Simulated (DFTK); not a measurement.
Runs of DFTK 0.8.2 on Sb. The structure is trigonal, space group R-3m (No. 166). Conventional cell: a = 4.308 Å, b = 4.308 Å, c = 11.274 Å, α = 90.00°, β = 90.00°, γ = 120.00°. Around Sb (site symmetry 3m) lie 3 Sb at 2.91 Å. 

```csv
task,level,potentials or basis,k mesh,cutoff (eV),valence electrons,SCF solver,gap on the mesh (eV),pressure (GPa),largest force (eV/Å)
band structure,PBEsol,"cp2k.nc.sr.pbe.v0_1.largecore.gth (PBE, GTH)",8 × 8 × 8,735,Sb 5,-,none,2.1,0.32
band structure,LDA,"cp2k.nc.sr.lda.v0_1.largecore.gth (LDA, GTH)",8 × 8 × 8,735,Sb 5,-,none,-1.3,0.03
band structure,LDA,"cp2k.nc.sr.lda.v0_1.semicore.gth (LDA, GTH)",8 × 8 × 8,735,Sb 5,-,none,-1.3,0.03
band structure,r2SCAN,"in-house norm-conserving set (r2SCAN, scalar relativistic)",5 × 5 × 5,1225,Sb 15,ScfAndersonSolver,(a),1.5,(b)
```

Alike in all rows: no spin polarisation; cell as given; smearing fermi-dirac 0.05 eV.

Task: Fill in the values left out.

Result: (a) 0.38; (b) 0.14.

Caveats: spin-orbit coupling is left out, which moves the levels of the heavy elements; GTH potentials come without recommended cutoffs, and this one wasn't checked for convergence (some runs); the potentials were made for another functional, which shifts forces and pressure (some runs); the mesh misses the band edges, which the band path finds closer together (some runs).

A k mesh can miss the band edges, and the runs leave out spin-orbit coupling on Sb.

A gap of «none» marks a metal or a gap under the smearing width.

Runs at the PBE level aren't shown here.
